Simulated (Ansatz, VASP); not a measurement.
**One calculation of Pd, two programs**

```xyz
2
Lattice="0.0000 2.9669 2.9669 2.9669 0.0000 2.9669 2.9669 2.9669 0.0000" Properties=species:S:1:pos:R:3 pbc="T T T"
Pd    0.7417    0.7417    0.7417
Pd    5.1921    5.1921    5.1921
```

Alike in both runs: task single point; functional BLYP; k mesh 10 × 10 × 10; occupations fermi-dirac, width 0.1 eV; no spin polarisation.

```csv
,VASP,Ansatz
version,VASP 6.6.1,Ansatz 0.2.0
potentials or method,"VASP PAW PBE potentials, release 64 (Pd)","plane waves (420 eV) with PAW, scalar-relativistic"
plane-wave cutoff (eV),520,420
valence electrons in the cell,20,36
```

|  | VASP | Ansatz | Ansatz less VASP |
| --- | --- | --- | --- |
| pressure (GPa) | 0.0 | 0.0 | -0.05 |

The two sets of potentials don't hold the same shells in valence.

Caveats: the PAW data sets were made with another functional, which shifts forces and pressure a little (VASP).
